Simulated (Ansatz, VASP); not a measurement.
## PtSe2: VASP beside Ansatz

```
Se Pt
1.0
     3.70690    0.00000    0.00000
    -1.85345    3.21027    0.00000
     0.00000    0.00000   22.79884
Se Pt
4 2
Direct
  0.66667 0.33333 0.19738
  0.33333 0.66667 0.31359
  0.50000 0.33333 0.45219
  0.16667 0.66667 0.56840
  0.00000 0.00000 0.25548
  0.83333 0.00000 0.51029
```

Alike in both runs: task single point; functional PBE; dispersion D3(BJ); k mesh 9 × 9 × 1; occupations gaussian, width 0.05 eV; no spin polarisation.

|  | VASP | Ansatz |
| --- | --- | --- |
| version | VASP 6.6.1 | Ansatz 0.2.0 |
| potentials or method | VASP PAW PBE potentials, release 64 (Se, Pt) | scalar-relativistic, plane waves, PAW |
| plane-wave cutoff (eV) | 520 | 420 |
| valence electrons in the cell | 44 | 100 |

|  | VASP | Ansatz | Ansatz less VASP |
| --- | --- | --- | --- |
| gap on the k mesh at the Fermi level (eV) | 0.76 | 0.77 | +0.009 |
| least direct gap on the mesh (eV) | 0.99 | 1.00 | +0.010 |
| rms of the force components (eV/Å) | 0.049 | 0.049 | +0.0002 |

The two sets of potentials don't hold the same shells in valence.

Caveats: spin-orbit coupling is left out, which moves the levels of the heavy elements.
